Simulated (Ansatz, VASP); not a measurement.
## Two plane-wave programs on P

```
P
1.0
     2.39048    0.13446    0.00000
     0.13446    2.39048    0.00000
     0.00000    0.00000    2.39065
P
1
Direct
  0.00000 0.00000 0.00000
```

Change from the starting cell: strain +0.1125 x Voigt [0, 0, 0, 0, 0, 1], atoms carried along.

Alike in both runs: task single point; functional PBEsol; dispersion D3(BJ); k mesh 24 × 24 × 24; occupations gaussian, width 0.15 eV; no spin polarisation.

|  | VASP | Ansatz |
| --- | --- | --- |
| version | VASP 6.6.1 | Ansatz 0.2.0 |
| potentials or method | VASP PAW PBE potentials, release 64 (P) | scalar-relativistic, plane waves, PAW |
| plane-wave cutoff (eV) | 520 | 420 |
| valence electrons in the cell | 5 | 5 |

```csv
,VASP,Ansatz,Ansatz less VASP
gap on the k mesh at the Fermi level (eV),none,none,-
pressure (GPa),0.3,0.2,-0.10
largest component of the traceless stress (GPa),8.00,8.01,+0.002
```

A gap of «none» marks a metal or a gap that the smearing closes.

Caveats: the PAW data sets were made with another functional, which shifts forces and pressure a little (VASP); pairwise dispersion overbinds metals, which lowers pressure and volume.
